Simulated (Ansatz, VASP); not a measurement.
# GdO in VASP and in Ansatz

File POSCAR:

```
GdO
1.0
    2.8018137600      0.0000000000      0.0000000000
    0.0000000000      2.8018137600      0.0000000000
    0.0000000000      0.0000000000      2.8018137600
Gd O
1 1
Direct
    0.0000000000      0.0000000000      0.0000000000
    0.5000000000      0.5000000000      0.5000000000
```

Contents of INCAR.step1:

```
SYSTEM = GdO
PREC = Accurate
ENCUT = 520
ISMEAR = -1
SIGMA = 0.05
LREAL = .FALSE.
LASPH = .TRUE.
NELM = 150
ISPIN = 2
MAGMOM = 7 0
LMAXMIX = 6
LDAU = .TRUE.
LDAUTYPE = 2
LDAUL = 3 -1
LDAUU = 1 0
LDAUJ = 0 0
NBANDS = 23
GGA = PE
ALGO = Normal
EDIFF = 1E-4
LWAVE = .TRUE.
LCHARG = .FALSE.
```

INCAR.step2

```
SYSTEM = GdO
PREC = Accurate
ENCUT = 520
EDIFF = 1E-6
ISMEAR = -1
SIGMA = 0.05
LREAL = .FALSE.
LASPH = .TRUE.
NELM = 150
ALGO = Normal
ISIF = 2
LWAVE = .FALSE.
LCHARG = .FALSE.
ISPIN = 2
MAGMOM = 7 0
LORBIT = 11
LMAXMIX = 6
LDAU = .TRUE.
LDAUTYPE = 2
LDAUL = 3 -1
LDAUU = 1 0
LDAUJ = 0 0
LDAUPRINT = 1
METAGGA = R2SCAN
LMIXTAU = .TRUE.
NBANDS = 23
ISTART = 1
```

The input KPOINTS:

```
regular mesh
0
G
  9 9 9
  0 0 0
```

Contents of input.yaml:

```yaml
crystal:
  lattice:
    - [2.80181376, 0.0, 0.0]
    - [0.0, 2.80181376, 0.0]
    - [0.0, 0.0, 2.80181376]
  atoms:
    - { symbol: Gd, position: [0.0, 0.0, 0.0], spin: 7.0 }
    - { symbol: O, position: [0.5, 0.5, 0.5] }
hamiltonian:
  xc: r2scan
  pseudopotentials: { kind: paw }
  hubbard: { sites: [{ species: Gd, l: f, u_eff: 1.0 }] }
magnetization:
  spin_polarized: true
kpoints:
  mp_grid: { grid: [9, 9, 9] }
scf:
  occupations: { method: fermi_dirac, width: 0.05 }
  n_extra_bands: 6
output:
  forces: true
  stress: true
  eigenvalues: true
  dos: { projected: true, de: 0.05, nscf_kmesh: { grid: [14, 14, 14] } }
  write_density: true
  write_potential: true
  elf: true
  volumetric_format: npy
```

The cell comes from a database or a generator and needn't be the stable form of this composition.

Alike in both runs: functional r2SCAN; k mesh 9 × 9 × 9; occupations fermi-dirac, width 0.05 eV; collinear spin; Hubbard terms Gd f U = 1.0 eV.

|  | VASP | Ansatz |
| --- | --- | --- |
| version | VASP 6.6.1 | Ansatz 0.2.0 |
| potentials or method | VASP PAW PBE potentials, release 64 (Gd, O) | Ansatz PAW |
| plane-wave cutoff (eV) | 520 | 500 |
| valence electrons in the cell | 24 | 24 |
| task | single point | projected density of states |

Ansatz gave:

| Item | Value |
| --- | --- |
| gap on the k mesh at the Fermi level (eV) | none |
| net moment per atom (μB) | 3.78 |
| size of the moment on the site where the two differ most (μB) | 7.14 |

Estimate VASP's values.

gap on the k mesh at the Fermi level (eV): none; net moment per atom (μB): 3.78; size of the moment on the site where the two differ most (μB): 7.12.

Site moments also hang on the region over which each program counts them. The programs project onto different local orbitals, so the same U acts differently. A gap of «none» marks a metal or a gap that the smearing closes.

Caveats: spin-orbit coupling is left out, which moves the levels of the heavy elements; a cell with one magnetic atom can't hold antiferromagnetic order, which such compounds often take; the magnetic or orbital state may not be the lowest (Ansatz); the density of states is complete only up to the lowest level of the last band computed (Ansatz). The state reached can hang on the start; a lower one may exist.
